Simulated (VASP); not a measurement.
# C (Fd-3m) in VASP: further runs

Runs on C. Level: PBE. Tasks: G0W0 quasiparticle levels.

Program: VASP 6.6.1. These are calculated values, not measurements. Logs are shortened: lines on timing, memory, paths and dates and some standing lists are left out, and cuts for length are marked.

## Step 1: The crystal as given

Symmetry: Fd-3m, No. 227, cubic system. Conventional cell: a = 3.567 Å, b = 3.567 Å, c = 3.567 Å, α = 90.00°, β = 90.00°, γ = 90.00°. C (site symmetry -43m) is surrounded by 4 C at 1.54 Å.

This isn't the form of C at room conditions, which is graphite.

## Step 2: G0W0 quasiparticle levels, PBE

The input, POSCAR:

```
C
1.0
    0.0000000000      1.7833700000      1.7833700000
    1.7833700000      0.0000000000      1.7833700000
    1.7833700000      1.7833700000      0.0000000000
C
2
Direct
    0.7500000000      0.7500000000      0.7500000000
    0.5000000000      0.5000000000      0.5000000000
```

The input, INCAR.step1:

```
SYSTEM = C
PREC = Accurate
ENCUT = 450
EDIFF = 1E-8
ISMEAR = 0
SIGMA = 0.01
LREAL = .FALSE.
LASPH = .TRUE.
NELM = 60
ALGO = Normal
LWAVE = .TRUE.
LCHARG = .FALSE.
GGA = PE
```

The input, INCAR.step2:

```
SYSTEM = C
PREC = Accurate
ENCUT = 450
EDIFF = 1E-8
ISMEAR = 0
SIGMA = 0.01
LREAL = .FALSE.
LASPH = .TRUE.
NELM = 1
ALGO = Exact
LWAVE = .TRUE.
LCHARG = .FALSE.
GGA = PE
NBANDS = 31
LOPTICS = .TRUE.
ISTART = 1
```

The input, INCAR.step3:

```
SYSTEM = C
PREC = Accurate
ENCUT = 450
EDIFF = 1E-8
ISMEAR = 0
SIGMA = 0.01
LREAL = .FALSE.
LASPH = .TRUE.
ALGO = EVGW0
LWAVE = .FALSE.
LCHARG = .FALSE.
GGA = PE
NELMGW = 1
NBANDS = 31
ENCUTGW = 75
NOMEGA = 48
PRECFOCK = Fast
ISTART = 1
NBANDSGW = 12
```

The input, KPOINTS:

```
regular mesh
0
G
  3 3 3
  0 0 0
```

Potentials or basis: VASP PAW PBE potentials, release 64 (C_GW).

Launch:

```
$ cat potpaw_PBE.64/C_GW/POTCAR > POTCAR
$ cp INCAR.step1 INCAR
$ mpirun -np 1 vasp_std > vasp.out
$ cp INCAR.step2 INCAR
$ mpirun -np 1 vasp_std > vasp.out
$ cp INCAR.step3 INCAR
$ mpirun -np 1 vasp_std > vasp.out
```

OUTCAR:

```text
SYSTEM = C
   PREC = Accurate
   ENCUT = 450
   EDIFF = 1E-8
   ISMEAR = 0
   LREAL = .FALSE.
   LASPH = .TRUE.
   GGA = PE
   NELMGW = 1
   ENCUTGW = 75
   PRECFOCK = Fast
   ISTART = 1

 Found      4 irreducible k-points:

 Following reciprocal coordinates:
            Coordinates               Weight
  0.000000  0.000000  0.000000      1.000000
  0.333333  0.000000  0.000000      8.000000
  0.333333  0.333333  0.000000      6.000000
 -0.333333  0.333333  0.000000     12.000000
   k-points           NKPTS =      4   k-points in BZ     NKDIM =     27   number of bands    NBANDS=     31
   number of dos      NEDOS =    301   number of ions     NIONS =      2
   total plane-waves  NPLWV =   5832
   dimension x,y,z NGX =    18 NGY =   18 NGZ =   18
   dimension x,y,z NGXF=    36 NGYF=   36 NGZF=   36
   ions per type =               2
   NGX,Y,Z   is equivalent  to a cutoff of  11.86, 11.86, 11.86 a.u.
   NGXF,Y,Z  is equivalent  to a cutoff of  23.73, 23.73, 23.73 a.u.
 SYSTEM =  C
   PREC   = accura    normal or accurate (medium, high low for compatibility)
   ISTART =      1    job   : 0-new  1-cont  2-samecut
   ICHARG =      0    charge: 1-file 2-atom 10-const
   ISPIN  =      1    spin polarized calculation?
   LNONCOLLINEAR =      F non collinear calculations
   LSORBIT =      F    spin-orbit coupling
   LASPH  =      T    aspherical Exc in radial PAW
   ENCUT  =  450.0 eV  33.07 Ry    5.75 a.u.   4.36  4.36  4.36*2*pi/ulx,y,z
   NELM   =     60;   NELMIN=  2; NELMDL=  0     # of ELM steps
   EDIFF  = 0.1E-07   stopping-criterion for ELM
   LREAL  =      F    real-space projection
   EDIFFG = 0.1E-06   stopping-criterion for IOM
   NSW    =      0    number of steps for IOM
   IBRION =     -1    ionic relax: 0-MD 1-quasi-New 2-CG
   NFREE  =      0    steps in history (QN), initial steepest desc. (CG)
   ISIF   =      0    stress and relaxation
   ISYM   =      3    0-nonsym 1-usesym 2-fastsym
   POTIM  = 0.5000    time-step for ionic-motion
   TEBEG  =    0.0;   TEEND  =   0.0 temperature during run
   PSTRESS=    0.0 pullay stress
   NELECT =       8.0000    total number of electrons
   NUPDOWN=      -1.0000    fix difference up-down
   EMIN   =  10.00;   EMAX   =-10.00  energy-range for DOS
   EFERMI =   0.00;   METHOD = LEGACY
   ISMEAR =     0;   SIGMA  =   0.01  broadening in eV -4-tet -1-fermi 0-gaus
   EFERMI_NEDOS =   21; number of points for ismear=-14 and -15
   IALGO  =     38    algorithm
   IMIX   =      4    mixing-type and parameters
     AMIX     =   0.40;   BMIX     =  1.00
     AMIX_MAG =   1.60;   BMIX_MAG =  1.00
  volume/ion in A,a.u.               =       5.67        38.28
  Fermi-wavevector in a.u.,A,eV,Ry     =   1.457203  2.753714 28.891161  2.123440
  Thomas-Fermi vector in A             =   2.574032
   LORBIT       =      0    0 simple, 1 ext, 2 COOP (PROOUT), +10 PAW based schemes
   GGA     = PE    functional components
   LHFCALC =     T    Hartree Fock is set to
   PRECFOCK=fast      Normal, Fast or Accurate (Low or Medium for compatibility)
   ENCUT4O =  -1.0   cutoff for four orbital integrals eV
   NKREDX  =     1    reduce k-point grid by
   NKREDY  =     1    reduce k-point grid by
   NKREDZ  =     1    reduce k-point grid by
   AEXX    =    1.0000 exact exchange contribution
   HFSCREEN=    0.0000 screening length (either q_TF or 0.3 A-1)
   HFSCREENC=   0.0000 screening length for correlation (either q_TF or 0.3 A-1)
   ENCUTFOCK=  -1.0 apply spherical cutoff to Coloumb kernel
   IVDW    =     0    specifies the selected vdW correction
   LEPSILON=     F    determine dielectric tensor
   LRPA    =     F    only Hartree local field effects (RPA)
   LRPAFORCE           =     F    calculate RPA forces
   ENCUTGW             =  75.0    cutoff for response function in eV
   ENCUTGWSOFT         =  60.0    soft cutoff for Coulomb kernel in GW response function in eV
   ENCUTLF             =  -1.0    cutoff for local field effects
   NELMGW              =     1    number of iterations in solving QP/BSE equation
   NELMHF              =     1    number of iterations in the inner HF iteration
   NKREDLFX            =     1    NKREDLFY  =   1   NKREDLFZ  =   1
 non-spin polarized calculation
 Gauss-broadening in eV      SIGMA  =   0.01
  energy-cutoff  :      450.00
  volume of cell :       11.34
 maximum number of plane-waves:       259
 NGX is ok and might be reduce to    18
  NGX = 10; NGY = 10; NGZ = 10
   NGX =  9   NGY =  9   NGZ =  9
 maximum number of plane-waves:        18
 NGX is ok and might be reduce to    10

 QP shifts <psi_nk| G(iteration)W_0 |psi_nk>: iteration 1
 for sc-GW calculations column KS-energies equals QP-energies in previous step
 and V_xc(KS)=  KS-energies - (<T + V_ion + V_H > + <T+V_H+V_ion>^1  + <V_x>^1)

 k-point   1 :       0.0000    0.0000    0.0000
  band No.  KS-energies  QP-energies   sigma(KS)   V_xc(KS)     V^pw_x(r,r')   Z            occupation Imag(sigma)

      1     -11.6473     -12.8406     -16.3434     -14.7556     -25.3472       0.7516       2.0000       1.4970
      2       9.8679       9.9085     -16.7678     -16.8171     -19.9899       0.8216       2.0000       0.1118
      3       9.8679       9.9085     -16.7678     -16.8171     -19.9899       0.8216       2.0000       0.1118
      4       9.8679       9.9085     -16.7678     -16.8171     -19.9899       0.8216       2.0000       0.1118
      5      15.4341      16.8359     -13.7901     -15.5106      -8.7983       0.8148       0.0000      -0.1320
      6      15.4341      16.8359     -13.7901     -15.5106      -8.7983       0.8148       0.0000      -0.1320
      7      15.4341      16.8359     -13.7901     -15.5106      -8.7983       0.8148       0.0000      -0.1320
      8      23.1878      24.5760     -14.5944     -16.3713      -7.5094       0.7813       0.0000      -0.3186
      9      29.1228      29.5384     -11.2675     -11.7768      -4.2105       0.8159       0.0000      -0.4758
     10      36.3294      37.5939     -12.3260     -13.8641      -5.7988       0.8221       0.0000      -0.5675
     11      36.3294      37.5939     -12.3260     -13.8641      -5.7988       0.8221       0.0000      -0.5675
     12      37.3230      38.1214     -10.4601     -11.4342      -3.1747       0.8196       0.0000      -1.0010

 k-point   2 :       0.3333    0.0000    0.0000
  band No.  KS-energies  QP-energies   sigma(KS)   V_xc(KS)     V^pw_x(r,r')   Z            occupation Imag(sigma)
[... 33 lines left out ...]
      1      -4.2127      -5.1369     -16.8478     -15.6623     -23.8906       0.7796       2.0000       0.6610
      2      -1.0910      -1.8644     -16.6589     -15.6693     -22.6185       0.7815       2.0000       0.3971
      3       0.4601      -0.2273     -15.5972     -14.7311     -20.4133       0.7937       2.0000       0.2673
      4       5.1713       4.8380     -16.4294     -16.0176     -20.5476       0.8096       2.0000       0.1598
      5      16.1747      17.0568     -12.7627     -13.8331      -7.4417       0.8240       0.0000      -0.1430
      6      22.7827      24.6686     -13.8797     -16.2645      -7.3004       0.7908       0.0000      -0.2776
      7      23.3949      25.0658     -13.6857     -15.8044      -6.9698       0.7886       0.0000      -0.2901
      8      24.8609      26.6458     -13.9932     -16.2715      -6.8366       0.7835       0.0000      -0.3605
      9      26.7823      27.8700     -12.4341     -13.7675      -6.2290       0.8158       0.0000      -0.2962
     10      33.5173      34.5110     -11.7196     -12.9221      -5.2095       0.8263       0.0000      -0.5428
     11      34.6985      36.4196     -12.9627     -15.1757      -4.6899       0.7777       0.0000      -0.8116
     12      43.6201      44.4813     -10.9699     -12.0205      -3.2034       0.8197       0.0000      -1.2622
```

It took 3.3 s on 1 thread of Intel Xeon 6975P-C (Granite Rapids), shared host; peak memory 0.12 GiB.

The run converged, but some of its settings lie outside the range that counts as converged, so its numbers aren't taken as properties of the crystal.

Results:

```
Band gap on the k mesh, mean-field level : 4.11 eV, indirect (least direct gap 5.57 eV)
Quasiparticle gap                        : 4.93 eV
Least direct quasiparticle gap           : 6.93 eV
```

Caveat: the k mesh is coarse (spacing up to 1.02 Å⁻¹), so the values aren't converged; bands, screening cutoff and mesh are small and nothing is extrapolated, so the quasiparticle values aren't converged; an odd mesh through Γ misses points on the zone boundary, where band edges often lie.

## Step 3: G0W0 quasiparticle levels, PBE

POSCAR is that of step 2.

Changes to INCAR.step1 since step 2:

```diff
@@ -2,3 +2,3 @@
 PREC = Accurate
-ENCUT = 450
+ENCUT = 350
 EDIFF = 1E-8
```

Changes to INCAR.step2 since step 2:

```diff
@@ -2,3 +2,3 @@
 PREC = Accurate
-ENCUT = 450
+ENCUT = 350
 EDIFF = 1E-8
```

Changes to INCAR.step3 since step 2:

```diff
@@ -2,3 +2,3 @@
 PREC = Accurate
-ENCUT = 450
+ENCUT = 350
 EDIFF = 1E-8
@@ -14,3 +14,3 @@
 NBANDS = 31
-ENCUTGW = 75
+ENCUTGW = 150
 NOMEGA = 48
```

KPOINTS is that of step 2.

Potentials or basis: VASP PAW PBE potentials, release 64 (C_GW).

Launch:

```
$ cat potpaw_PBE.64/C_GW/POTCAR > POTCAR
$ cp INCAR.step1 INCAR
$ mpirun -np 1 vasp_std > vasp.out
$ cp INCAR.step2 INCAR
$ mpirun -np 1 vasp_std > vasp.out
$ cp INCAR.step3 INCAR
$ mpirun -np 1 vasp_std > vasp.out
```

OUTCAR:

```text
SYSTEM = C
   PREC = Accurate
   ENCUT = 350
   EDIFF = 1E-8
   ISMEAR = 0
   LREAL = .FALSE.
   LASPH = .TRUE.
   GGA = PE
   NELMGW = 1
   ENCUTGW = 150
   PRECFOCK = Fast
   ISTART = 1

 Found      4 irreducible k-points:

 Following reciprocal coordinates:
            Coordinates               Weight
  0.000000  0.000000  0.000000      1.000000
  0.333333  0.000000  0.000000      8.000000
  0.333333  0.333333  0.000000      6.000000
 -0.333333  0.333333  0.000000     12.000000
   k-points           NKPTS =      4   k-points in BZ     NKDIM =     27   number of bands    NBANDS=     31
   number of dos      NEDOS =    301   number of ions     NIONS =      2
   total plane-waves  NPLWV =   4096
   dimension x,y,z NGX =    16 NGY =   16 NGZ =   16
   dimension x,y,z NGXF=    32 NGYF=   32 NGZF=   32
   ions per type =               2
   NGX,Y,Z   is equivalent  to a cutoff of  10.55, 10.55, 10.55 a.u.
   NGXF,Y,Z  is equivalent  to a cutoff of  21.09, 21.09, 21.09 a.u.
 SYSTEM =  C
   PREC   = accura    normal or accurate (medium, high low for compatibility)
   ISTART =      1    job   : 0-new  1-cont  2-samecut
   ICHARG =      0    charge: 1-file 2-atom 10-const
   ISPIN  =      1    spin polarized calculation?
   LNONCOLLINEAR =      F non collinear calculations
   LSORBIT =      F    spin-orbit coupling
   LASPH  =      T    aspherical Exc in radial PAW
   ENCUT  =  350.0 eV  25.72 Ry    5.07 a.u.   3.85  3.85  3.85*2*pi/ulx,y,z
   NELM   =     60;   NELMIN=  2; NELMDL=  0     # of ELM steps
   EDIFF  = 0.1E-07   stopping-criterion for ELM
   LREAL  =      F    real-space projection
   EDIFFG = 0.1E-06   stopping-criterion for IOM
   NSW    =      0    number of steps for IOM
   IBRION =     -1    ionic relax: 0-MD 1-quasi-New 2-CG
   NFREE  =      0    steps in history (QN), initial steepest desc. (CG)
   ISIF   =      0    stress and relaxation
   ISYM   =      3    0-nonsym 1-usesym 2-fastsym
   POTIM  = 0.5000    time-step for ionic-motion
   TEBEG  =    0.0;   TEEND  =   0.0 temperature during run
   PSTRESS=    0.0 pullay stress
   NELECT =       8.0000    total number of electrons
   NUPDOWN=      -1.0000    fix difference up-down
   EMIN   =  10.00;   EMAX   =-10.00  energy-range for DOS
   EFERMI =   0.00;   METHOD = LEGACY
   ISMEAR =     0;   SIGMA  =   0.01  broadening in eV -4-tet -1-fermi 0-gaus
   EFERMI_NEDOS =   21; number of points for ismear=-14 and -15
   IALGO  =     38    algorithm
   IMIX   =      4    mixing-type and parameters
     AMIX     =   0.40;   BMIX     =  1.00
     AMIX_MAG =   1.60;   BMIX_MAG =  1.00
  volume/ion in A,a.u.               =       5.67        38.28
  Fermi-wavevector in a.u.,A,eV,Ry     =   1.457203  2.753714 28.891161  2.123440
  Thomas-Fermi vector in A             =   2.574032
   LORBIT       =      0    0 simple, 1 ext, 2 COOP (PROOUT), +10 PAW based schemes
   GGA     = PE    functional components
   LHFCALC =     T    Hartree Fock is set to
   PRECFOCK=fast      Normal, Fast or Accurate (Low or Medium for compatibility)
   ENCUT4O =  -1.0   cutoff for four orbital integrals eV
   NKREDX  =     1    reduce k-point grid by
   NKREDY  =     1    reduce k-point grid by
   NKREDZ  =     1    reduce k-point grid by
   AEXX    =    1.0000 exact exchange contribution
   HFSCREEN=    0.0000 screening length (either q_TF or 0.3 A-1)
   HFSCREENC=   0.0000 screening length for correlation (either q_TF or 0.3 A-1)
   ENCUTFOCK=  -1.0 apply spherical cutoff to Coloumb kernel
   IVDW    =     0    specifies the selected vdW correction
   LEPSILON=     F    determine dielectric tensor
   LRPA    =     F    only Hartree local field effects (RPA)
   LRPAFORCE           =     F    calculate RPA forces
   ENCUTGW             = 150.0    cutoff for response function in eV
   ENCUTGWSOFT         = 120.0    soft cutoff for Coulomb kernel in GW response function in eV
   ENCUTLF             =  -1.0    cutoff for local field effects
   NELMGW              =     1    number of iterations in solving QP/BSE equation
   NELMHF              =     1    number of iterations in the inner HF iteration
   NKREDLFX            =     1    NKREDLFY  =   1   NKREDLFZ  =   1
 non-spin polarized calculation
 Gauss-broadening in eV      SIGMA  =   0.01
  energy-cutoff  :      350.00
  volume of cell :       11.34
 maximum number of plane-waves:       172
  NGX = 10; NGY = 10; NGZ = 10
   NGX =  7   NGY =  7   NGZ =  7
 maximum number of plane-waves:        59

 QP shifts <psi_nk| G(iteration)W_0 |psi_nk>: iteration 1
 for sc-GW calculations column KS-energies equals QP-energies in previous step
 and V_xc(KS)=  KS-energies - (<T + V_ion + V_H > + <T+V_H+V_ion>^1  + <V_x>^1)

 k-point   1 :       0.0000    0.0000    0.0000
  band No.  KS-energies  QP-energies   sigma(KS)   V_xc(KS)     V^pw_x(r,r')   Z            occupation Imag(sigma)

      1     -11.6525     -13.0795     -16.6799     -14.7651     -25.3671       0.7452       2.0000       1.4658
      2       9.9059       9.5952     -17.2048     -16.8262     -19.9986       0.8210       2.0000       0.0898
      3       9.9059       9.5952     -17.2048     -16.8262     -19.9986       0.8210       2.0000       0.0898
      4       9.9059       9.5952     -17.2048     -16.8262     -19.9986       0.8210       2.0000       0.0898
      5      15.4628      16.7502     -13.9323     -15.5180      -8.8053       0.8119       0.0000      -0.1289
      6      15.4628      16.7502     -13.9323     -15.5180      -8.8053       0.8119       0.0000      -0.1289
      7      15.4628      16.7502     -13.9323     -15.5180      -8.8053       0.8119       0.0000      -0.1289
      8      23.1683      24.3743     -14.8470     -16.4093      -7.5483       0.7720       0.0000      -0.3274
      9      29.1167      29.5358     -11.2785     -11.7927      -4.2220       0.8150       0.0000      -0.4513
     10      36.3407      37.6267     -12.3035     -13.8601      -5.7975       0.8261       0.0000      -0.5597
     11      36.3407      37.6267     -12.3035     -13.8601      -5.7975       0.8261       0.0000      -0.5597
     12      37.3233      38.1104     -10.4935     -11.4377      -3.1741       0.8336       0.0000      -1.0181
[... 36 lines left out ...]
      1      -4.1969      -5.4163     -17.2391     -15.6771     -23.9173       0.7807       2.0000       0.6657
      2      -1.0685      -2.1207     -17.0294     -15.6808     -22.6377       0.7803       2.0000       0.3871
      3       0.5207      -0.3803     -15.8671     -14.7296     -20.4107       0.7920       2.0000       0.2435
      4       5.2220       4.5956     -16.8021     -16.0253     -20.5551       0.8064       2.0000       0.1417
      5      16.1808      17.0202     -12.8126     -13.8384      -7.4481       0.8182       0.0000      -0.1386
      6      22.8071      24.4579     -14.1719     -16.2744      -7.3095       0.7852       0.0000      -0.2838
      7      23.4178      24.8815     -13.9515     -15.8186      -6.9835       0.7839       0.0000      -0.2963
      8      24.8637      26.3974     -14.3133     -16.2923      -6.8515       0.7750       0.0000      -0.3763
      9      26.7895      27.7992     -12.5376     -13.7761      -6.2383       0.8153       0.0000      -0.2930
     10      33.5189      34.5501     -11.6777     -12.9223      -5.2085       0.8285       0.0000      -0.5187
     11      34.7022      36.1601     -13.2905     -15.1893      -4.6952       0.7678       0.0000      -0.8172
     12      43.6193      44.4300     -11.0321     -12.0300      -3.2039       0.8124       0.0000      -1.2094
```

OUTCAR.step1:

```text
SYSTEM = C
   PREC = Accurate
   ENCUT = 350
   EDIFF = 1E-8
   ISMEAR = 0
[... 152 lines left out ...]
      2.67505      2.67505      2.67505         0.000000      0.000000      0.000000
      1.78337      1.78337      1.78337        -0.000000     -0.000000     -0.000000
 -----------------------------------------------------------------------------------
    total drift:                                0.000000      0.000000      0.000000

  FREE ENERGIE OF THE ION-ELECTRON SYSTEM (eV)
  ---------------------------------------------------
  free  energy   TOTEN  =       -17.3603503690 eV

  energy  without entropy=      -17.3603503690  energy(sigma->0) =      -17.36035037
```

Run time: 3.2 s. Hardware: 1 thread of Intel Xeon 6975P-C (Granite Rapids), shared host; peak memory 0.11 GiB.

The run converged, but a check on its numbers failed (symmetry, net force, bounds or a known fault of this set-up), so they aren't taken as properties of the crystal.

Caveat: the k mesh is coarse (spacing up to 1.02 Å⁻¹), so the values aren't converged; the cutoff lies under the usual one of these potentials, so the numbers hold a large basis-set error; bands, screening cutoff and mesh are small and nothing is extrapolated, so the quasiparticle values aren't converged; an odd mesh through Γ misses points on the zone boundary, where band edges often lie.

[end of part 1 of 4]
